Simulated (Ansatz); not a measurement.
# SnO: the cost of one run

Method: DFT PBE, scalar-relativistic, in Ansatz 0.2.0.

## Step 1: The structure to begin with

It takes space group P4/nmm (No. 129, tetragonal). Conventional cell: a = 3.802 Å, b = 3.802 Å, c = 4.836 Å, α = 90.00°, β = 90.00°, γ = 90.00°. Sn (site symmetry 4mm) has 4 O at 2.22 Å as nearest neighbours. Around O (site symmetry -4m2) lie 4 Sn at 2.22 Å.

Structure file:

```cif
data_structure
_symmetry_space_group_name_H-M 'P4/nmm:1'
_symmetry_Int_Tables_number 129
_cell_length_a 3.8020
_cell_length_b 3.8020
_cell_length_c 4.8360
_cell_angle_alpha 90.000
_cell_angle_beta 90.000
_cell_angle_gamma 90.000
_cell_volume 69.91
loop_
_atom_site_label
_atom_site_type_symbol
_atom_site_symmetry_multiplicity
_atom_site_Wyckoff_symbol
_atom_site_fract_x
_atom_site_fract_y
_atom_site_fract_z
_atom_site_occupancy
Sn1 Sn 2 c 0.00000 0.50000 0.23850 1
O1 O 2 a 0.00000 0.00000 0.00000 1
```

The file gives the conventional cell by its symmetry; the runs use the cell typed in the input.

Atoms are numbered in the order of the input: Sn1, Sn2, O3, O4.

## Step 2: After the deformation

Space group P4/nmm before, C2/m after.

## Step 3: All-electron LAPW

input.yaml reads:

```yaml
crystal:
  lattice:
    - [3.802, -0.01901, -0.01901]
    - [-0.01901, 3.802, -0.01901]
    - [-0.02418, -0.02418, 4.836]
  atoms:
    - { symbol: Sn, position: [0.0, 0.5, 0.2385] }
    - { symbol: Sn, position: [0.5, 0.0, 0.7615] }
    - { symbol: O, position: [0.0, 0.0, 0.0] }
    - { symbol: O, position: [0.5, 0.5, 0.0] }
kpoints:
  mp_grid: { grid: [8, 8, 6] }
  band_path:
    path:
      - [0.0, 0.0, 0.0]
      - [-0.5, 0.5, 0.0]
      - [-0.5, 0.5, 0.5]
      - [0.0, 0.0, 0.5]
      - [0.0, 0.0, 0.0]
      - [-0.5, 0.0, 0.5]
      - [0.0, 0.0, 0.0]
      - [-0.5, 0.0, 0.0]
    npoints: 5
scf:
  occupations: { method: fermi_dirac, width: 0.01 }
hamiltonian:
  xc: pbe
  pseudopotentials: { kind: all_electron, lapw: { basis_error: 0.001 } }
output:
  forces: true
  stress: true
  eigenvalues: true
```

The run is started by

```bash
$ ansatz run input.yaml --threads 1 --pin off --max-ram 4096MiB --backend cpu --events-out ev --progress --plain --runs-dir out
```

**Question.** How long does this run take on 1 thread of Intel Xeon 6975P-C (Granite Rapids), shared host, and how much memory does it need?

About 73 s, with a peak of 1 GiB.
